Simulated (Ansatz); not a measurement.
## Cd3HgTe4: stable or not

It was reached by relaxing an invented guess, and it needn't be the stable form of this composition.

Level of theory: DFT PBE, scalar-relativistic, plane waves, PAW in Ansatz. The final run on the 8-atom cell used 420 eV, a Γ-centred 8×8×4 mesh, 0.01 eV smearing and no spin polarisation.

```yaml
crystal:
  lattice:
    - [4.68735, 0.00000, 0.00000]
    - [0.00000, 4.68735, 0.00000]
    - [0.00000, 0.00000, 13.24264]
  atoms:
    - { symbol: Cd, position: [0.00000, 0.00000, 0.74952] }
    - { symbol: Cd, position: [0.00000, 0.00000, 0.25048] }
    - { symbol: Cd, position: [0.50000, 0.50000, 0.50000] }
    - { symbol: Hg, position: [0.50000, 0.50000, 0.00000] }
    - { symbol: Te, position: [0.50000, 0.00000, 0.87396] }
    - { symbol: Te, position: [0.00000, 0.50000, 0.12604] }
    - { symbol: Te, position: [0.50000, 0.00000, 0.37528] }
    - { symbol: Te, position: [0.00000, 0.50000, 0.62472] }
```

The zero of energy is the elements' standard structures at the same level; no fitted shifts are applied. The references include crystalline Hg.

**Question.** These tests were run: energy against the elements; random kick, then relaxation without symmetry; phonons on a 2×2×1 q mesh. What do they show?

**Answer.**

| test | result |
| --- | --- |
| energy against the elements | −0.390 eV/atom |
| random kick, then relaxation without symmetry | returns |
| phonons on a 2×2×1 q mesh | no imaginary mode on the mesh, but the interpolation dips to 15i cm⁻¹ between its points |

It fails none of these tests outright. Other phases of the system weren't compared here, so this isn't yet thermodynamic stability. Undecided within the accuracy: phonons on a 2×2×1 q mesh.

These runs have no spin–orbit coupling, which can matter for Hg and Te. The reference form of Te is held partly by dispersion forces, which this level lacks. The kick test ran on a coarse mesh. The run for the phonons used an 8×8×4 k mesh.
